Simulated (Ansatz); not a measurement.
The system is SiO2.

```
CELL_PARAMETERS angstrom
-4.47204 4.47204 2.61177
4.47204 -4.47204 2.61177
4.47204 4.47204 -2.61177
ATOMIC_POSITIONS crystal
Si 0.82311 0.82311 0.64622
Si 0.17689 0.82311 0.00000
Si 0.82311 0.17689 0.00000
Si 0.17689 0.17689 0.35378
O 0.00000 0.79145 0.79145
O 0.20855 0.00000 0.20855
O 0.79145 0.00000 0.79145
O 0.00000 0.20855 0.20855
O 0.00000 0.00000 0.50000
O 0.50000 0.00000 0.00000
O 0.00000 0.50000 0.00000
O 0.50000 0.50000 0.50000
```

The cell comes from a database or a generator and needn't be the stable form of this composition.

Base run:

- Program: Ansatz 0.2.0
- Functional: PBE
- Potentials or basis: Ansatz PAW
- Cutoff: 800 eV
- Density cutoff: 3200 eV
- k mesh: 6 × 6 × 6
- Occupations: fermi-dirac, width 0.05 eV
- Spin: no spin polarisation

Its results: band gap on the k mesh 5.46 eV, indirect (least direct gap 5.46 eV); pressure 3.7 GPa; largest force 0.216 eV/Å.

Problem. The run is repeated on the same cell with these changes: functional from PBE to PBEsol; cutoff from 800 eV to 420 eV (not typed: the program's choice for these potentials). What comes out?

Solution. Band gap on the k mesh 5.53 eV, indirect (least direct gap 5.54 eV); pressure 1.8 GPa; largest force 0.136 eV/Å.

PBEsol binds more tightly than PBE, so the same cell stands under less pressure.

Caveats: the PAW data sets come from PBE, with cores solved anew for the run's functional, which leaves a small shift of forces and pressure (some runs).
